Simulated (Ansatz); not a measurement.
**Ligand exchange: C3H8S + AlH2(SH) → C3H8S2 + AlH3**

Species: C3H8S (1-propanethiol) `CCCS`, singlet; AlH2(SH), singlet; C3H8S2 (1,3-propanedithiol) `SCCCS`, singlet; AlH3 `[AlH3]`, singlet. The partners trade H for SH: C–H and Al–SH bonds give way to C–SH and Al–H.

Shapes, held fixed at every level: PBE0-D4/def2-TZVP. Flexible molecules stand in one conformer, not always the lowest. Programs: Ansatz 0.2.0. Electronic energies: no zero-point or thermal term.

```
               level                    kind  ΔE (kJ/mol)  less CCSD(T)/CBS estimate  CPU time (sum over the molecules)
r2SCAN-D4/def2-TZVPP                meta-GGA       +181.9                       +6.5                               49 s
  wB97M-V/def2-TZVPP  range-separated hybrid       +173.8                       -1.6                            1.8 min
  wB97X-V/def2-TZVPP  range-separated hybrid       +170.9                       -4.5                               75 s
   B2PLYP/def2-TZVPP           double hybrid       +177.7                       +2.3                               52 s
      MP2/def2-TZVPP     perturbation theory       +176.3                       +0.9                                  –
  CCSD(T)/def2-TZVPP   coupled cluster or CI       +174.4                       -1.0                             15 min
     CCSD/def2-TZVPP   coupled cluster or CI       +175.2                       -0.2                                  –
CCSD(T)/CBS estimate   coupled cluster or CI       +175.4                        0.0                             21 min
```

The highest level, CCSD(T)/CBS estimate, gives ΔE = +175.4 kJ/mol; the levels span +170.9 to +181.9. The column of differences is taken from that level and isn't an error. No measured value is set beside it here. The CBS estimate extrapolates MP2 from def2-TZVPP and def2-QZVPP and adds CCSD(T) − MP2 in the triple-zeta set, cores frozen. Times are processor times on shared x86 and Arm servers, and rough.
